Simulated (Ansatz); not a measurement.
Data:

```
CELL_PARAMETERS angstrom
      0.00000     2.99637     2.99637
      2.99637     0.00000     2.99637
      2.99637     2.99637     0.00000
ATOMIC_POSITIONS crystal
  Zn 0.50000 0.50000 0.50000
  Te 0.25000 0.25000 0.25000
```

These are PBEsol with spin-orbit coupling, rigid bands (plane waves, PAW; Ansatz, a quantum-chemistry and plane-wave program) values and carry that method's errors. Condition of this run: hydrostatic pressure 2 GPa (the target of the relaxation). How the cell was made: cell and atoms relaxed with PBEsol, then loaded as said.

Question: What conductivity effective mass do dilute holes have at 300 K?

Answer: 0.43 mₑ.

Question: What conductivity effective mass do dilute electrons have at 300 K?

Answer: 0.095 mₑ.

Question: And the band gap?

Answer: 1.13 eV at this level; semilocal functionals usually fall short of the measured gap.

Rigid bands, one relaxation time for all states, no polarons.
